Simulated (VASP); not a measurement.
A run of VASP 6.6.1 is set up as follows.

The input INCAR:

```
  PREC = Accurate
  ENCUT = 520
  EDIFF = 1E-6
  ISMEAR = -1
  SIGMA = 0.02
  LREAL = F
  LASPH = T
  NELM = 60
  ALGO = Fast
  ISIF = 2
  LWAVE = F
  LCHARG = F
  NBANDS = 14
```

The input KPOINTS:

```
Automatic mesh
0
Gamma
  6 6 6
```

The input POSCAR:

```
NaCl
1.0
    3.3702353852      0.0000000000      0.0000000000
    0.0000000000      3.3702353852      0.0000000000
    0.0000000000      0.0000000000      3.3702353852
Na Cl
1 1
Direct
    0.0000000000      0.0000000000      0.0000000000
    0.5000000000      0.5000000000      0.5000000000
```

Potentials or basis: VASP PAW LDA potentials, release 64 (Na_pv, Cl).

Command:

```bash
$ cat potpaw_LDA.64/Na_pv/POTCAR potpaw_LDA.64/Cl/POTCAR > POTCAR
$ mpirun -np 1 vasp_std > vasp.out
```

Predict the pressure.

-0.1 GPa.

Predict the band gap on the k mesh.

4.01 eV, indirect (least direct gap 4.62 eV).

A k mesh can miss the band edges. Expect the measured gap to be larger: semilocal functionals such as LDA lack the derivative discontinuity.
